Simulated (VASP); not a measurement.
# NaH (Fm-3m) in VASP: notebook

Runs on NaH. Level: RPBE. Tasks: single point.

Program: VASP 6.6.1. These are calculated values, not measurements. Logs are shortened: lines on timing, memory, paths and dates and some standing lists are left out, and cuts for length are marked.

**1. The structure**

It takes space group Fm-3m (No. 225, cubic). The conventional cell has a = 4.880 Å, b = 4.880 Å, c = 4.880 Å, α = 90.00°, β = 90.00°, γ = 90.00°. Na (site symmetry m-3m) is surrounded by 6 H at 2.44 Å. Around H (site symmetry m-3m) lie 6 Na at 2.44 Å.

**2. Single point, RPBE**

File INCAR:

```
  ALGO = Normal
  EDIFF = 1E-7
  ENCUT = 500
  GGA = RP
  ISIF = 2
  ISMEAR = 0
  LASPH = True
  LCHARG = False
  LREAL = False
  LWAVE = False
  NBANDS = 8
  NELM = 80
  PREC = Accurate
  SIGMA = 0.1
```

File KPOINTS:

```
k-points
0
Gamma
  9 9 9
```

File POSCAR:

```
NaH
1.0
    0.0000000000      2.4400000000      2.4400000000
    2.4400000000      0.0000000000      2.4400000000
    2.4400000000      2.4400000000      0.0000000000
Na H
1 1
Direct
    0.0000000000      0.0000000000      0.0000000000
    0.5000000000      0.5000000000      0.5000000000
```

Potentials or basis: VASP PAW PBE potentials, release 64 (Na, H).

Run with:

```bash
$ cat potpaw_PBE.64/Na/POTCAR potpaw_PBE.64/H/POTCAR > POTCAR
$ mpirun -np 1 vasp_std > vasp.out
```

OUTCAR:

```text
EDIFF = 1E-7
   ENCUT = 500
   GGA = RP
   ISIF = 2
   ISMEAR = 0
   LASPH = True
   LREAL = False
   NELM = 80
   PREC = Accurate

 ion  position               nearest neighbor table
   1  0.000  0.000  0.000-   2 2.44   2 2.44   2 2.44   2 2.44   2 2.44   2 2.44
   2  0.500  0.500  0.500-   1 2.44   1 2.44   1 2.44   1 2.44   1 2.44   1 2.44

  LATTYP: Found a face centered cubic cell.
 ALAT       =     4.8800000000

  Lattice vectors:

 A1 = (   0.0000000000,   2.4400000000,   2.4400000000)
 A2 = (   2.4400000000,   0.0000000000,   2.4400000000)
 A3 = (   2.4400000000,   2.4400000000,   0.0000000000)

Analysis of symmetry for initial positions (statically):
=====================================================================
 Subroutine PRICEL returns:
 Original cell was already a primitive cell.

 Routine SETGRP: Setting up the symmetry group for a
 face centered cubic supercell.

 Subroutine GETGRP returns: Found 48 space group operations
 (whereof 48 operations were pure point group operations)
 out of a pool of 48 trial point group operations.

The static configuration has the point symmetry O_h .

Analysis of symmetry for dynamics (positions and initial velocities):
=====================================================================
 Subroutine PRICEL returns:
 Original cell was already a primitive cell.

 Routine SETGRP: Setting up the symmetry group for a
 face centered cubic supercell.

 Subroutine GETGRP returns: Found 48 space group operations
 (whereof 48 operations were pure point group operations)
 out of a pool of 48 trial point group operations.

The dynamic configuration has the point symmetry O_h .

 Subroutine INISYM returns: Found 48 space group operations
 (whereof 48 operations are pure point group operations),
 and found     1 'primitive' translations

----------------------------------------------------------------------------------------

                                     Primitive cell

  volume of cell :      29.0536

  direct lattice vectors                    reciprocal lattice vectors
     0.000000000  2.440000000  2.440000000    -0.204918033  0.204918033  0.204918033
     2.440000000  0.000000000  2.440000000     0.204918033 -0.204918033  0.204918033
     2.440000000  2.440000000  0.000000000     0.204918033  0.204918033 -0.204918033

  length of vectors
     3.450681092  3.450681092  3.450681092     0.354928444  0.354928444  0.354928444

  position of ions in fractional coordinates (direct lattice)
     0.000000000  0.000000000  0.000000000
     0.500000000  0.500000000  0.500000000

  ion indices of the primitive-cell ions
   primitive index   ion index
                 1           1
                 2           2

----------------------------------------------------------------------------------------

 KPOINTS: k-points

Automatic generation of k-mesh.
 Grid dimensions read from file:
 generate k-points for:    9    9    9

 Generating k-lattice:

  Cartesian coordinates                     Fractional coordinates (reciprocal lattice)
    -0.022768670  0.022768670  0.022768670     0.111111111  0.000000000  0.000000000
     0.022768670 -0.022768670  0.022768670     0.000000000  0.111111111  0.000000000
     0.022768670  0.022768670 -0.022768670     0.000000000  0.000000000  0.111111111

  Length of vectors
     0.039436494  0.039436494  0.039436494

  Shift w.r.t. Gamma in fractional coordinates (k-lattice)
     0.000000000  0.000000000  0.000000000

 Subroutine IBZKPT returns following result:
 ===========================================

 Found     35 irreducible k-points:

 Following reciprocal coordinates:
            Coordinates               Weight
  0.000000  0.000000  0.000000      1.000000
  0.111111  0.000000  0.000000      8.000000
  0.222222  0.000000  0.000000      8.000000
  0.333333  0.000000  0.000000      8.000000
  0.444444  0.000000  0.000000      8.000000
  0.111111  0.111111  0.000000      6.000000
[... 16 lines left out ...]
 -0.333333  0.333333  0.000000     12.000000
  0.444444  0.444444  0.000000      6.000000
 [... further k-points ...]
   k-points           NKPTS =     35   k-points in BZ     NKDIM =     35   number of bands    NBANDS=      8
   number of dos      NEDOS =    301   number of ions     NIONS =      2
   total plane-waves  NPLWV =  21952
   dimension x,y,z NGX =    28 NGY =   28 NGZ =   28
   dimension x,y,z NGXF=    56 NGYF=   56 NGZF=   56
   ions per type =               1   1
   NGX,Y,Z   is equivalent  to a cutoff of  13.49, 13.49, 13.49 a.u.
   NGXF,Y,Z  is equivalent  to a cutoff of  26.98, 26.98, 26.98 a.u.
 SYSTEM =  unknown system
   PREC   = accura    normal or accurate (medium, high low for compatibility)
   ISTART =      0    job   : 0-new  1-cont  2-samecut
   ICHARG =      2    charge: 1-file 2-atom 10-const
   ISPIN  =      1    spin polarized calculation?
   LNONCOLLINEAR =      F non collinear calculations
   LSORBIT =      F    spin-orbit coupling
   LASPH  =      T    aspherical Exc in radial PAW
   ENCUT  =  500.0 eV  36.75 Ry    6.06 a.u.   6.29  6.29  6.29*2*pi/ulx,y,z
   NELM   =     80;   NELMIN=  2; NELMDL= -5     # of ELM steps
   EDIFF  = 0.1E-06   stopping-criterion for ELM
   LREAL  =      F    real-space projection
   EDIFFG = 0.1E-05   stopping-criterion for IOM
   NSW    =      0    number of steps for IOM
   IBRION =     -1    ionic relax: 0-MD 1-quasi-New 2-CG
   NFREE  =      0    steps in history (QN), initial steepest desc. (CG)
   ISIF   =      2    stress and relaxation
   ISYM   =      2    0-nonsym 1-usesym 2-fastsym
   POTIM  = 0.5000    time-step for ionic-motion
   TEBEG  =    0.0;   TEEND  =   0.0 temperature during run
   PSTRESS=    0.0 pullay stress
   NELECT =       2.0000    total number of electrons
   NUPDOWN=      -1.0000    fix difference up-down
   EMIN   =  10.00;   EMAX   =-10.00  energy-range for DOS
   EFERMI =   0.00;   METHOD = LEGACY
   ISMEAR =     0;   SIGMA  =   0.10  broadening in eV -4-tet -1-fermi 0-gaus
   EFERMI_NEDOS =   21; number of points for ismear=-14 and -15
   IALGO  =     38    algorithm
   IMIX   =      4    mixing-type and parameters
     AMIX     =   0.40;   BMIX     =  1.00
     AMIX_MAG =   1.60;   BMIX_MAG =  1.00
  volume/ion in A,a.u.               =      14.53        98.03
  Fermi-wavevector in a.u.,A,eV,Ry     =   0.670942  1.267897  6.124842  0.450163
  Thomas-Fermi vector in A             =   1.746612
   LORBIT       =      0    0 simple, 1 ext, 2 COOP (PROOUT), +10 PAW based schemes
   GGA     = RP    functional components
   LHFCALC =     F    Hartree Fock is set to
   AEXX    =    0.0000 exact exchange contribution
   IVDW    =     0    specifies the selected vdW correction
   LEPSILON=     F    determine dielectric tensor
   LRPA    =     F    only Hartree local field effects (RPA)
 non-spin polarized calculation
 Gauss-broadening in eV      SIGMA  =   0.10
  energy-cutoff  :      500.00
  volume of cell :       29.05
 maximum number of plane-waves:       751
 NGX is ok and might be reduce to    28
   NGX = 13   NGY = 13   NGZ = 13

 number of electron       2.0000000 magnetization

 Free energy of the ion-electron system (eV)
  ---------------------------------------------------
  ext. energy  EPLUGINS =         0.00000000
  ---------------------------------------------------
  free energy    TOTEN  =        -5.00584066 eV

  energy without entropy =       -5.00584066  energy(sigma->0) =       -5.00584066

 E-fermi :  -0.3442     XC(G=0):  -7.1171

 val. band max:       -0.8579141645   @ k =  -0.3333   0.4444   0.1111
 cond. band min:       3.3467875914   @ k =  -0.4444   0.1111   0.0000
 fundamental gap:      4.2047017559
 Fermi energy:        -0.3442322355

 k-point     1 :       0.0000    0.0000    0.0000
  band No.  band energies     occupation
      1      -4.2342      2.00000
      2       9.4553      0.00000
      3      14.8027      0.00000
      4      14.8027      0.00000
      5      14.8027      0.00000
      6      15.0773      0.00000
      7      15.0773      0.00000
      8      15.0773      0.00000

 k-point     2 :       0.1111    0.0000    0.0000
  band No.  band energies     occupation
      1      -4.0338      2.00000
      2       8.7957      0.00000
      3      12.3676      0.00000
      4      13.9081      0.00000
      5      13.9081      0.00000
      6      16.2224      0.00000
      7      16.2676      0.00000
      8      16.2676      0.00000

 k-point     3 :       0.2222    0.0000    0.0000
  band No.  band energies     occupation
      1      -3.4553      2.00000
      2       6.9656      0.00000
      3      10.8626      0.00000
      4      13.1979      0.00000
      5      13.1979      0.00000
      6      16.4487      0.00000
      7      16.4487      0.00000
      8      17.1368      0.00000

 k-point     4 :       0.3333    0.0000    0.0000
  band No.  band energies     occupation
      1      -2.5955      2.00000
      2       4.8552      0.00000
      3      10.1870      0.00000
      4      12.7632      0.00000
      5      12.7632      0.00000
      6      15.4430      0.00000
      7      15.4430      0.00000
      8      17.7502      0.00000

 k-point     5 :       0.4444    0.0000    0.0000
  band No.  band energies     occupation
      1      -1.7805      2.00000
      2       3.3476      0.00000
      3       9.9112      0.00000
      4      12.5642      0.00000
      5      12.5642      0.00000
      6      14.8987      0.00000
      7      14.8987      0.00000
      8      17.9421      0.00000

 k-point     6 :       0.1111    0.1111    0.0000
  band No.  band energies     occupation
      1      -3.9679      2.00000
      2       8.6911      0.00000
      3      12.8427      0.00000
      4      12.8427      0.00000
      5      13.0568      0.00000
      6      15.7802      0.00000
      7      16.9610      0.00000
      8      17.6247      0.00000

 k-point     7 :       0.2222    0.1111    0.0000
  band No.  band energies     occupation
      1      -3.5176      2.00000
      2       7.4838      0.00000
      3      10.6883      0.00000
      4      12.1139      0.00000
      5      13.9423      0.00000
      6      15.2149      0.00000
      7      16.3309      0.00000
      8      18.6630      0.00000
[... 133 lines left out ...]
 k-point    20 :       0.3333    0.3333    0.0000
  band No.  band energies     occupation
      1      -2.1170      2.00000
      2       5.4023      0.00000
      3      10.0279      0.00000
      4      10.3198      0.00000
      5      10.3198      0.00000
      6      12.1765      0.00000
      7      19.8273      0.00000
      8      22.4764      0.00000

 k-point    21 :       0.4444    0.3333    0.0000
  band No.  band energies     occupation
      1      -1.4915      2.00000
      2       4.6881      0.00000
      3       8.0292      0.00000
      4      10.1259      0.00000
      5      10.8471      0.00000
      6      12.7701      0.00000
      7      20.4004      0.00000
      8      21.2482      0.00000

 k-point    22 :      -0.4444    0.3333    0.0000
  band No.  band energies     occupation
      1      -1.0116      2.00000
      2       4.4640      0.00000
      3       6.2496      0.00000
      4      10.2857      0.00000
      5      10.9367      0.00000
      6      14.9590      0.00000
      7      20.2467      0.00000
      8      20.3773      0.00000

 k-point    23 :      -0.3333    0.3333    0.0000
  band No.  band energies     occupation
      1      -1.0528      2.00000
      2       4.9895      0.00000
      3       5.1848      0.00000
      4      10.8013      0.00000
      5      11.4398      0.00000
      6      17.0097      0.00000
      7      19.3763      0.00000
      8      20.3229      0.00000

 k-point    24 :       0.4444    0.4444    0.0000
  band No.  band energies     occupation
      1      -1.1249      2.00000
      2       4.1628      0.00000
      3       9.4122      0.00000
      4       9.8299      0.00000
      5       9.8299      0.00000
      6      11.0347      0.00000
      7      22.1331      0.00000
      8      24.1476      0.00000

 [... further k-points ...]

------------------------ aborting loop because EDIFF is reached ----------------------------------------

  FORCE on cell =-STRESS in cart. coord.  units (eV):
  Direction    XX          YY          ZZ          XY          YZ          ZX
  --------------------------------------------------------------------------------------
  -------------------------------------------------------------------------------------
  Total        0.0381858      0.0381858      0.0381858      0.0000000      0.0000000     -0.0000000
  in kB        2.1057790      2.1057790      2.1057790      0.0000000      0.0000000     -0.0000000
  external PRESSURE =       2.1057790 kB  Pullay stress =       0.0000000 kB

 VOLUME and BASIS-vectors are now :
 -----------------------------------------------------------------------------
  energy-cutoff  :      500.00
  volume of cell :       29.05
      direct lattice vectors                 reciprocal lattice vectors
     0.000000000  2.440000000  2.440000000    -0.204918033  0.204918033  0.204918033
     2.440000000  0.000000000  2.440000000     0.204918033 -0.204918033  0.204918033
     2.440000000  2.440000000  0.000000000     0.204918033  0.204918033 -0.204918033

 POSITION                                       TOTAL-FORCE (eV/Angst)
 -----------------------------------------------------------------------------------
      0.00000      0.00000      0.00000        -0.000000      0.000000      0.000000
      2.44000      2.44000      2.44000         0.000000     -0.000000     -0.000000
 -----------------------------------------------------------------------------------
    total drift:                                0.000000      0.000000      0.000000

  FREE ENERGIE OF THE ION-ELECTRON SYSTEM (eV)
  ---------------------------------------------------
  free  energy   TOTEN  =        -5.0058406600 eV

  energy  without entropy=       -5.0058406600  energy(sigma->0) =       -5.00584066
```

Run time: 6 s. Hardware: 1 thread of AMD EPYC 9R14 (Zen 4), shared host; peak memory 0.12 GiB.

Results:

```yaml
Free_energy: -5.0058 eV
Pressure: 0.2 GPa
Band_gap_on_the_k_mesh: 4.20 eV, indirect (least direct gap 4.89 eV)
```

Levels at points of the mesh, in eV from the valence-band top:
| k point | band 1 | band 2 | band 3 | band 4 | band 5 |
| --- | --- | --- | --- | --- | --- |
| (0.00, 0.00, 0.00) | -3.38 | 10.31 | 15.66 | 15.66 | 15.66 |

Caveat: the PAW data sets were made with another functional, which shifts forces and pressure a little; an odd mesh through Γ misses points on the zone boundary, where band edges often lie.

**3. Single point, RPBE**

File run.py:

```python
from ase.calculators.vasp import Vasp
from ase.dft.bandgap import bandgap
from ase.io import read

atoms = read('NaH.xyz')
calc = Vasp(
    directory='calc',
    xc='rpbe',
    pp='PBE',
    setups='minimal',
    prec='Accurate',
    encut=500,
    ediff=1e-06,
    ismear=0,
    sigma=0.1,
    lreal=False,
    lasph=True,
    nelm=60,
    algo='Fast',
    isif=2,
    lwave=False,
    lcharg=False,
    kpts=[9, 9, 9],
    gamma=True,
)
atoms.calc = calc

print('energy (eV):', atoms.get_potential_energy())
print('free energy (eV):', atoms.get_potential_energy(force_consistent=True))
print('forces (eV/A):')
print(atoms.get_forces())
print('stress (eV/A^3, Voigt):', atoms.get_stress())
print('Fermi level (eV):', calc.get_fermi_level())
gap, top, bottom = bandgap(calc)
print('band gap (eV):', gap, 'from (spin, k, band)', top, 'to', bottom)
```

File NaH.xyz:

```xyz
2
Lattice="0.0000000000 2.4400000000 2.4400000000 2.4400000000 0.0000000000 2.4400000000 2.4400000000 2.4400000000 0.0000000000" Properties=species:S:1:pos:R:3 pbc="T T T"
Na     0.0000000000      0.0000000000      0.0000000000
H      2.4400000000      2.4400000000      2.4400000000
```

Potentials or basis: VASP PAW PBE potentials, release 64 (Na, H).

Run with:

```bash
$ python run.py
```

Run time: 6.7 s. Hardware: 1 thread of AMD EPYC 9R14 (Zen 4), shared host; peak memory 0.12 GiB.

It converged, with:

| Quantity | Value |
| --- | --- |
| Free energy | -5.0058 eV |
| Pressure | 0.2 GPa |
| Band gap on the k mesh | 4.20 eV, indirect (least direct gap 4.89 eV) |

Levels at points of the mesh, in eV from the valence-band top:
```tsv
k point	band 1	band 2	band 3	band 4	band 5
(0.00, 0.00, 0.00)	-3.38	10.31	15.66	15.66	15.66
```

Caveat: the PAW data sets were made with another functional, which shifts forces and pressure a little; an odd mesh through Γ misses points on the zone boundary, where band edges often lie.
